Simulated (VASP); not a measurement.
# Si in VASP: how settings move the PBE single point

Aim: see what changed inputs do to the PBE single point of Si (diamond), under -3.0 % biaxial strain in x and y, free along z.

Program: VASP 6.6.1. PAW datasets, plane waves. (Simulation; spin polarisation is off.)

## (1) The system as given

The cell comes from an earlier relaxation with r2SCAN in another program, then strained, with the atoms relaxed again.

Space group I4_1/amd (No. 141), tetragonal; conventional cell a = 3.734 Å, c = 5.563 Å, 19.39 Å³ an atom. Near Si stand 4 Si at 2.33 Å.

As a file:

```
CELL_PARAMETERS angstrom
0.00000 2.64046 2.78166
2.64046 0.00000 2.78166
2.64046 2.64046 0.00000
ATOMIC_POSITIONS crystal
Si 0.00000 0.00000 0.00000
Si 0.25000 0.25000 0.25000
```

## (2) Reference

Input file INCAR:

```
ENCUT = 520.000000
SIGMA = 0.020000
EDIFF = 1.00e-07
GGA = PE
PREC = Accurate
IBRION = -1
ISIF = 2
ISMEAR = -1
NBANDS = 11
NELM = 120
NSW = 0
LASPH = .TRUE.
LCHARG = .TRUE.
LELF = .TRUE.
LWAVE = .FALSE.
LREAL = .FALSE.
```

Input file KPOINTS:

```
KPOINTS created by Atomic Simulation Environment
0
Gamma
8 8 8
0 0 0
```

Input file POSCAR:

```
Si
 1.0000000000000000
     0.0000000000000000    2.6404553287999999    2.7816622993000002
     2.6404553287999999    0.0000000000000000    2.7816622993000002
     2.6404553287999999    2.6404553287999999    0.0000000000000000
 Si
   2
Cartesian
  0.0000000000000000  0.0000000000000000  0.0000000000000000
  1.3202276643999997  1.3202276643999997  1.3908311496499999
```

A file KPOINTS_OPT adds named points for the levels; it doesn't enter the self-consistent loop.

Potentials: the recommended PBE PAW datasets, 8 valence electrons.

The run is started by

```
$ mpirun -np 1 vasp_std
```

## (3) Try 1

Input file INCAR:

```
ENCUT = 520.000000
SIGMA = 0.020000
EDIFF = 1.00e-07
PREC = Accurate
IBRION = -1
ISIF = 2
ISMEAR = -1
NBANDS = 11
NELM = 120
NSW = 0
LASPH = .TRUE.
LCHARG = .FALSE.
LWAVE = .FALSE.
LREAL = .FALSE.
GGA = 91
```

Input file KPOINTS:

```
KPOINTS created by Atomic Simulation Environment
0
Gamma
4 4 4
0 0 0
```

POSCAR is that of step 2.

## (4) Try 2

INCAR: that of step 2 with these lines changed.

```diff
@@ -12,5 +12,5 @@
 LASPH = .TRUE.
-LCHARG = .TRUE.
-LELF = .TRUE.
+LCHARG = .FALSE.
 LWAVE = .FALSE.
 LREAL = .FALSE.
+NELECT = 8.5
```

Input file KPOINTS:

```
KPOINTS created by Atomic Simulation Environment
0
Gamma
2 2 2
0 0 0
```

POSCAR is that of step 2.

## (5) Try 3

Input file INCAR:

```
ENCUT = 520.000000
SIGMA = 0.020000
EDIFF = 1.00e-07
GGA = PE
PREC = Accurate
IBRION = -1
ISIF = 2
ISMEAR = -1
NSW = 0
LASPH = .TRUE.
LCHARG = .FALSE.
LWAVE = .FALSE.
LREAL = .FALSE.
NBANDS = 5
NELM = 73
```

Input file KPOINTS:

```
KPOINTS created by Atomic Simulation Environment
0
Monkhorst-Pack
8 8 8
0 0 0
```

POSCAR is that of step 2.

## (6) Try 4

Input file INCAR:

```
ENCUT = 520.000000
SIGMA = 0.020000
EDIFF = 1.00e-07
GGA = PE
PREC = Accurate
IBRION = -1
ISIF = 2
ISMEAR = -1
NBANDS = 11
NSW = 0
LASPH = .TRUE.
LCHARG = .FALSE.
LWAVE = .FALSE.
LREAL = .FALSE.
NELM = 53
ALGO = None
```

KPOINTS is that of step 2.

POSCAR is that of step 2.

Before running it: what results should come out? Wanted: for each run, changed; ending; energy change; pressure; electronic steps; usable.

As calculated:

| run | changed | ending | energy change (meV/atom) | pressure (GPa) | gap on the mesh (eV; negative: overlap) | electronic steps | time | usable |
| --- | --- | --- | --- | --- | --- | --- | --- | --- |
| ref. | – | converged | 0 | 5.2 | 0.27 | 13 | 30 s | yes |
| 1 | GGA = 91, mesh 4×4×4 | converged | – | 5.9 | 0.38 | 12 | 8.1 s | no |
| 2 | NELECT = 8.5, mesh 2×2×2 | converged | – | 30.6 | – | 14 | 4.4 s | no |
| 3 | NBANDS = 5, NELM = 73, shifted mesh | converged | -2.0 | 5.1 | 0.48 | 11 | 24 s | yes |
| 4 | a fault in the INCAR, as the diff shows | converged | 54839.7 | 1257.0 | -62.46 | – | 4.3 s | no |

**Reading.** Of 4 altered inputs, 3 ended normally on a faulty or unsound input, 1 gave usable results. «NBANDS = 5, NELM = 73, shifted mesh» moves the energy by -2.0 meV/atom.
